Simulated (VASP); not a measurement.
# PbSe in VASP: single point with r2SCAN

Aim: the single point of PbSe with r2SCAN.

Program: VASP 6.6.1. These are calculated values, not measurements. Logs are shortened: lines on timing, memory, paths and dates and some standing lists are left out, and cuts for length are marked.

## Step 1: Starting point

The cell holds a slab with vacuum, 4 atoms: a = 4.415 Å, b = 4.415 Å, c = 12.399 Å, α = 100.23°, β = 100.23°, γ = 90.13°.

## Step 2: Single point, r2SCAN

Contents of POSCAR:

```
PbSe
1.0
    4.4148900000      0.0000000000      0.0000000000
   -0.0103110000      4.4148780000      0.0000000000
   -2.2022890000     -2.2074390000     12.0007990000
Pb Se
2 2
Direct
    0.8001900000      0.8145460000      0.6176240000
    0.1926960000      0.1931600000      0.3815570000
    0.3001050000      0.3157340000      0.6220350000
    0.6768540000      0.7126680000      0.3768060000
```

Contents of INCAR.step1:

```
PREC     = Accurate       # precision mode
ENCUT    = 520            # plane-wave cutoff, eV
ISMEAR   = 0              # smearing method
SIGMA    = 0.01           # smearing width, eV
LREAL    = False          # projectors in reciprocal space
LASPH    = True           # aspherical terms in the spheres
NELM     = 100            # most SCF steps
NBANDS   = 28             # bands
GGA      = PE             # functional
ALGO     = Normal         # electronic algorithm
EDIFF    = 1E-4           # SCF threshold, eV
LWAVE    = True           # write WAVECAR
LCHARG   = False          # write CHGCAR
```

Contents of INCAR.step2:

```
PREC     = Accurate       # precision mode
ENCUT    = 520            # plane-wave cutoff, eV
EDIFF    = 1E-6           # SCF threshold, eV
ISMEAR   = 0              # smearing method
SIGMA    = 0.01           # smearing width, eV
LREAL    = False          # projectors in reciprocal space
LASPH    = True           # aspherical terms in the spheres
NELM     = 100            # most SCF steps
ALGO     = Normal         # electronic algorithm
ISIF     = 2              # what is computed and relaxed
LWAVE    = False          # write WAVECAR
LCHARG   = False          # write CHGCAR
METAGGA  = R2SCAN         # meta-GGA
LMIXTAU  = True         
NBANDS   = 28             # bands
ISTART   = 1
```

Contents of KPOINTS:

```
Automatic mesh
0
Gamma
  5 5 2
```

Potentials or basis: VASP PAW PBE potentials, release 64 (Pb_d, Se).

Started as:

```sh
> cat potpaw_PBE.64/Pb_d/POTCAR potpaw_PBE.64/Se/POTCAR > POTCAR
> cp INCAR.step1 INCAR
> mpirun -np 1 vasp_std > vasp.out
> cp INCAR.step2 INCAR
> mpirun -np 1 vasp_std > vasp.out
```

OUTCAR:

```text
PREC = Accurate
   ENCUT = 520
   EDIFF = 1E-6
   ISMEAR = 0
   LREAL = False
   LASPH = True
   NELM = 100
   ISIF = 2
   METAGGA = R2SCAN
   ISTART = 1

 ion  position               nearest neighbor table
   1  0.800  0.815  0.618-   4 2.89   3 3.11   3 3.12   3 3.13   3 3.13
   2  0.193  0.193  0.382-   3 2.89   4 3.02   4 3.09   4 3.15   4 3.24
   3  0.300  0.316  0.622-   2 2.89   1 3.11   1 3.12   1 3.13   1 3.13
   4  0.677  0.713  0.377-   1 2.89   2 3.02   2 3.09   2 3.15   2 3.24

  LATTYP: Found a face centered orthorhombic cell.
 ALAT       =     6.2363021032
 B/A-ratio  =     1.0023382392
 C/A-ratio  =     3.8486907149

  Lattice vectors:

 A1 = (  -2.2126000000,   2.2074390000,  12.0007990000)
 A2 = (   2.2022900000,   2.2074390000,  12.0007990000)
 A3 = (  -0.0103110000,   4.4148780000,   0.0000000000)

Analysis of symmetry for initial positions (statically):
=====================================================================
 Subroutine PRICEL returns:
 Original cell was already a primitive cell.

 Routine SETGRP: Setting up the symmetry group for a
 face centered orthorhombic supercell.

 Subroutine GETGRP returns: Found  1 space group operations
 (whereof  1 operations were pure point group operations)
 out of a pool of  8 trial point group operations.

The static configuration has the point symmetry C_1 .

Analysis of symmetry for dynamics (positions and initial velocities):
=====================================================================
 Subroutine PRICEL returns:
 Original cell was already a primitive cell.

 Routine SETGRP: Setting up the symmetry group for a
 face centered orthorhombic supercell.

 Subroutine GETGRP returns: Found  1 space group operations
 (whereof  1 operations were pure point group operations)
 out of a pool of  8 trial point group operations.

The dynamic configuration has the point symmetry C_1 .

 Subroutine INISYM returns: Found  1 space group operations
 (whereof  1 operations are pure point group operations),
 and found     1 'primitive' translations

----------------------------------------------------------------------------------------

                                     Primitive cell

  volume of cell :     233.9100

  direct lattice vectors                    reciprocal lattice vectors
     4.414890000  0.000000000  0.000000000     0.226506210  0.000529008  0.041663883
    -0.010311000  4.414878000  0.000000000     0.000000000  0.226506825  0.041663893
    -2.202289000 -2.207439000 12.000799000     0.000000000  0.000000000  0.083327785

  length of vectors
     4.414890000  4.414890041 12.399275802     0.230306800  0.230306799  0.083327785

  position of ions in fractional coordinates (direct lattice)
     0.800190000  0.814546000  0.617624000
     0.192696000  0.193160000  0.381557000
     0.300105000  0.315734000  0.622035000
     0.676854000  0.712668000  0.376806000

  ion indices of the primitive-cell ions
   primitive index   ion index
                 1           1
                 2           2
                 3           3
                 4           4

----------------------------------------------------------------------------------------

 KPOINTS: Automatic mesh

Automatic generation of k-mesh.
 Grid dimensions read from file:
 generate k-points for:    5    5    2

 Generating k-lattice:

  Cartesian coordinates                     Fractional coordinates (reciprocal lattice)
     0.045301242  0.000105802  0.008332777     0.200000000 -0.000000000  0.000000000
     0.000000000  0.045301365  0.008332779     0.000000000  0.200000000 -0.000000000
     0.000000000  0.000000000  0.041663893     0.000000000  0.000000000  0.500000000

  Length of vectors
     0.046061360  0.046061360  0.041663893

  Shift w.r.t. Gamma in fractional coordinates (k-lattice)
     0.000000000  0.000000000  0.000000000

 -----------------------------------------------------------------------------
|                                                                             |
|           W    W    AA    RRRRR   N    N  II  N    N   GGGG   !!!           |
|           W    W   A  A   R    R  NN   N  II  NN   N  G    G  !!!           |
|           W    W  A    A  R    R  N N  N  II  N N  N  G       !!!           |
|           W WW W  AAAAAA  RRRRR   N  N N  II  N  N N  G  GGG   !            |
|           WW  WW  A    A  R   R   N   NN  II  N   NN  G    G                |
|           W    W  A    A  R    R  N    N  II  N    N   GGGG   !!!           |
|                                                                             |
|     Your reciprocal lattice and k-lattice belong to different lattice       |
|     classes:                                                                |
|                                                                             |
|        The reciprocal lattice is body-centered orthorhombic,                |
|        whereas your k-lattice is base-centered monoclinic.                  |
|                                                                             |
|     Results are often still useful ...                                      |
|                                                                             |
 -----------------------------------------------------------------------------

 WARNING: IBZKPT: internal override: KBLOWUP is changed to .FALSE.
      ... skipping the blow-up phase ...

 Subroutine IBZKPT returns following result:
 ===========================================

 Found     26 irreducible k-points:

 Following reciprocal coordinates:
            Coordinates               Weight
  0.000000  0.000000  0.000000      1.000000
  0.200000  0.000000 -0.000000      2.000000
  0.400000  0.000000  0.000000      2.000000
  0.000000  0.200000 -0.000000      2.000000
  0.200000  0.200000  0.000000      2.000000
  0.400000  0.200000  0.000000      2.000000
[... 16 lines left out ...]
  0.200000  0.400000  0.500000      2.000000
  0.400000  0.400000  0.500000      2.000000
 [... further k-points ...]
   k-points           NKPTS =     26   k-points in BZ     NKDIM =     26   number of bands    NBANDS=     28
   number of dos      NEDOS =    301   number of ions     NIONS =      4
   total plane-waves  NPLWV = 124416
   dimension x,y,z NGX =    36 NGY =   36 NGZ =   96
   dimension x,y,z NGXF=    72 NGYF=   72 NGZF=  192
   ions per type =               2   2
   NGX,Y,Z   is equivalent  to a cutoff of  13.56, 13.56, 12.87 a.u.
   NGXF,Y,Z  is equivalent  to a cutoff of  27.11, 27.11, 25.74 a.u.
 SYSTEM =  unknown system
   PREC   = accura    normal or accurate (medium, high low for compatibility)
   ISTART =      1    job   : 0-new  1-cont  2-samecut
   ICHARG =      0    charge: 1-file 2-atom 10-const
   ISPIN  =      1    spin polarized calculation?
   LNONCOLLINEAR =      F non collinear calculations
   LSORBIT =      F    spin-orbit coupling
   LASPH  =      T    aspherical Exc in radial PAW
   ENCUT  =  520.0 eV  38.22 Ry    6.18 a.u.   8.21  8.21 23.05*2*pi/ulx,y,z
   NELM   =    100;   NELMIN=  2; NELMDL=  0     # of ELM steps
   EDIFF  = 0.1E-05   stopping-criterion for ELM
   LREAL  =      F    real-space projection
   EDIFFG = 0.1E-04   stopping-criterion for IOM
   NSW    =      0    number of steps for IOM
   IBRION =     -1    ionic relax: 0-MD 1-quasi-New 2-CG
   NFREE  =      0    steps in history (QN), initial steepest desc. (CG)
   ISIF   =      2    stress and relaxation
   ISYM   =      2    0-nonsym 1-usesym 2-fastsym
   POTIM  = 0.5000    time-step for ionic-motion
   TEBEG  =    0.0;   TEEND  =   0.0 temperature during run
   PSTRESS=    0.0 pullay stress
   NELECT =      40.0000    total number of electrons
   NUPDOWN=      -1.0000    fix difference up-down
   EMIN   =  10.00;   EMAX   =-10.00  energy-range for DOS
   EFERMI =   0.00;   METHOD = LEGACY
   ISMEAR =     0;   SIGMA  =   0.01  broadening in eV -4-tet -1-fermi 0-gaus
   EFERMI_NEDOS =   21; number of points for ismear=-14 and -15
   IALGO  =     38    algorithm
   IMIX   =      4    mixing-type and parameters
     AMIX     =   0.40;   BMIX     =  1.00
     AMIX_MAG =   1.60;   BMIX_MAG =  1.00
  volume/ion in A,a.u.               =      58.48       394.63
  Fermi-wavevector in a.u.,A,eV,Ry     =   0.908682  1.717160 11.234370  0.825703
  Thomas-Fermi vector in A             =   2.032637
   LORBIT       =      0    0 simple, 1 ext, 2 COOP (PROOUT), +10 PAW based schemes
   METAGGA = R2SCAN    functional components
   LHFCALC =     F    Hartree Fock is set to
   AEXX    =    0.0000 exact exchange contribution
   IVDW    =     0    specifies the selected vdW correction
   LEPSILON=     F    determine dielectric tensor
   LRPA    =     F    only Hartree local field effects (RPA)
 non-spin polarized calculation
 Gauss-broadening in eV      SIGMA  =   0.01
  energy-cutoff  :      520.00
  volume of cell :      233.91
 maximum number of plane-waves:      6326
 NGX is ok and might be reduce to    36
   NGX = 17   NGY = 17   NGZ = 45

 number of electron      40.0000000 magnetization

 Free energy of the ion-electron system (eV)
  ---------------------------------------------------
  ext. energy  EPLUGINS =         0.00000000
  ---------------------------------------------------
  free energy    TOTEN  =      -143.43703387 eV

  energy without entropy =     -143.43703387  energy(sigma->0) =     -143.43703387

 E-fermi :  -0.2180     XC(G=0):  -5.7111

 val. band max:       -0.2711526826   @ k =   0.0000   0.4000   0.5000
 cond. band min:       1.4830532697   @ k =   0.0000   0.4000  -0.0000
 fundamental gap:      1.7542059522
 Fermi energy:        -0.2179928633

 k-point     1 :       0.0000    0.0000    0.0000
  band No.  band energies     occupation
      1     -17.3979      2.00000
      2     -17.3204      2.00000
      3     -17.3035      2.00000
      4     -17.3012      2.00000
      5     -17.2978      2.00000
      6     -17.2961      2.00000
[... 20 lines left out ...]
     27       5.5857      0.00000
     28       5.6372      0.00000

 k-point     2 :       0.2000    0.0000   -0.0000
  band No.  band energies     occupation
      1     -17.3817      2.00000
      2     -17.3137      2.00000
      3     -17.3086      2.00000
      4     -17.3041      2.00000
      5     -17.2998      2.00000
      6     -17.2978      2.00000
[... 674 lines left out ...]
 k-point    24 :       0.4000    0.4000    0.5000
  band No.  band energies     occupation
      1     -17.3862      2.00000
      2     -17.3766      2.00000
      3     -17.3078      2.00000
      4     -17.3070      2.00000
      5     -17.2946      2.00000
      6     -17.2856      2.00000
[... 20 lines left out ...]
     27       5.8640      0.00000
     28       6.2996      0.00000

 [... further k-points ...]
[... 5 lines left out ...]
  --------------------------------------------------------------------------------------
  -------------------------------------------------------------------------------------
  Total       -0.9882790     -0.9755799     -1.9596141      0.0217828      0.2079118      0.0474160
  in kB       -6.7692632     -6.6822801    -13.4224682      0.1492024      1.4241016      0.3247781
  external PRESSURE =      -8.9580038 kB  Pullay stress =       0.0000000 kB

 VOLUME and BASIS-vectors are now :
 -----------------------------------------------------------------------------
  energy-cutoff  :      520.00
  volume of cell :      233.91
      direct lattice vectors                 reciprocal lattice vectors
     4.414890000  0.000000000  0.000000000     0.226506210  0.000529008  0.041663883
    -0.010311000  4.414878000  0.000000000     0.000000000  0.226506825  0.041663893
    -2.202289000 -2.207439000 12.000799000     0.000000000  0.000000000  0.083327785

 POSITION                                       TOTAL-FORCE (eV/Angst)
 -----------------------------------------------------------------------------------
      2.16417      2.23275      7.41198         0.015488      0.004429     -0.328739
      0.00844      0.01051      4.57899        -0.012464     -0.006619      0.304353
     -0.04823      0.02082      7.46492         0.001144      0.066504     -0.337581
      2.15105      2.31457      4.52197        -0.004168     -0.064314      0.361967
 -----------------------------------------------------------------------------------
    total drift:                                0.000408      0.000411      0.000477

  FREE ENERGIE OF THE ION-ELECTRON SYSTEM (eV)
  ---------------------------------------------------
  free  energy   TOTEN  =      -143.4370338686 eV

  energy  without entropy=     -143.4370338686  energy(sigma->0) =     -143.43703387
```

Wall time 7.2 min (1 thread of Intel Xeon Platinum 8488C (Sapphire Rapids), shared host); peak memory 0.44 GiB.

What came out:

| Property | Result |
| --- | --- |
| Free energy | -143.4370 eV |
| Largest force | 0.368 eV/Å |
| Band gap on the k mesh | 1.75 eV, direct |

Forces in eV/Å, atoms in the order of the input:
```
Pb   0.015  0.004 -0.329
Pb  -0.012 -0.007  0.304
Se   0.001  0.067 -0.338
Se  -0.004 -0.064  0.362
```

Levels at points of the mesh, in eV from the valence-band top:
| k point | band 17 | band 18 | band 19 | band 20 | band 21 | band 22 | band 23 | band 24 |
| --- | --- | --- | --- | --- | --- | --- | --- | --- |
| (0.00, 0.00, 0.00) | -2.43 | -1.51 | -1.49 | -0.60 | 2.27 | 4.28 | 4.85 | 5.06 |
| (0.00, 0.00, 0.50) | -2.43 | -1.51 | -1.49 | -0.60 | 2.19 | 4.84 | 4.85 | 5.17 |

Caveat: the PAW data sets were made with another functional, which shifts forces and pressure a little; spin-orbit coupling is left out, which as a rule narrows the gap of such compounds by several tenths of an eV.
